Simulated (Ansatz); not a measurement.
# Al4Ni4H: the cost of one run

Computed with Ansatz 0.2.0 (DFT RPBE, scalar-relativistic, plane waves, PAW, unless a step's input says otherwise).

2 further runs of the same task are left out: 2 set aside as unsound or not needed.

**1. Starting point**

It takes space group Pmm2 (No. 25, orthorhombic). The conventional cell has a = 2.916 Å, b = 4.124 Å, c = 23.187 Å, α = 90.00°, β = 90.00°, γ = 90.00°. Al (site symmetry mm2) has 6 Ni at 2.53 Å as nearest neighbours. Ni (site symmetry mm2) has 6 Al at 2.53 Å as nearest neighbours. Al (site symmetry mm2) has 8 Ni at 2.49 to 2.53 Å as nearest neighbours. Ni (site symmetry mm2) is surrounded by 8 Al at 2.53 Å and 6 Ni at 2.89 to 2.92 Å. Around Al (site symmetry mm2) lie 8 Ni at 2.44 to 2.53 Å. Around Ni (site symmetry mm2) lie 8 Al at 2.49 to 2.61 Å. Al (site symmetry mm2) is surrounded by 6 Ni at 2.53 to 2.61 Å. Ni (site symmetry mm2) is surrounded by 6 Al at 2.44 to 2.53 Å.

Coordinates:

```xyz
8
Lattice="2.9164 0.0000 0.0000 0.0000 4.1244 0.0000 0.0000 0.0000 23.1866" Properties=species:S:1:pos:R:3 pbc="T T T"
Al    0.0000    2.0622    8.5000
Ni    1.4582    0.0000    8.5000
Al    0.0000    0.0000   10.5622
Ni    1.4582    2.0622   10.5622
Al    0.0000    2.0622   12.6276
Ni    1.4582    0.0000   12.5849
Al    0.0000    0.0000   14.7445
Ni    1.4582    2.0622   14.5810
```

Miller indices refer to the conventional cell of the relaxed bulk, Pm-3m (No. 221): a = 2.916 Å, b = 2.916 Å, c = 2.916 Å, α = 90.00°, β = 90.00°, γ = 90.00°.

This (110) slab, 6.2 Å thick as cut, with 17 Å of vacuum; its outer planes are AlNi (top) and AlNi (bottom), was relaxed beforehand with its lower half held: -25543.5941 eV, work function 4.62 eV (top face), 4.72 eV (bottom face), dipole along +c 0.007 e·Å per cell.

**2. H put at a top (Al) site**

input.yaml

```yaml
crystal:
  lattice:
    - [2.9163779091, 0.0, 0.0]
    - [0.0, 4.124381192, 0.0]
    - [0.0, 0.0, 25.186571788]
  atoms:
    - { symbol: Al, position: [0.0, 0.5, 0.3374814195] }
    - { symbol: Ni, position: [0.5, 0.0, 0.3374814195] }
    - { symbol: Al, position: [0.0, 0.0, 0.4193580089] }
    - { symbol: Ni, position: [0.5, 0.5, 0.4193580089] }
    - { symbol: Al, position: [0.0, 0.5, 0.5013615771] }
    - { symbol: Ni, position: [0.5, 0.0, 0.4996656185] }
    - { symbol: Al, position: [0.0, 0.0, 0.5854093369] }
    - { symbol: Ni, position: [0.5, 0.5, 0.5789204822] }
    - { symbol: H, position: [0.0, 0.0, 0.6457589555] }
basis:
  ecutwfc: 420
kpoints:
  mp_grid: { grid: [10, 7, 1] }
hamiltonian:
  xc: rpbe
scf:
  occupations: { method: gaussian, width: 0.1 }
output:
  forces: true
  eigenvalues: true
relax:
  adjacent_minimum: "off"
  f_tol: 0.03
  max_steps: 70
  constraints: [{ sites: [0, 1, 2, 3] }]
efield:
  axis: 3
  dipole_correction: true
```

Started as:

```sh
> ansatz run input.yaml --threads 1 --pin off --max-ram 2560MiB --backend cpu --events-out ev --progress --plain --runs-dir out
```

Q: Estimate wall time and peak memory on 1 thread of Arm Neoverse V1, shared host.

About 4 min, with a peak of 0.6 GiB.
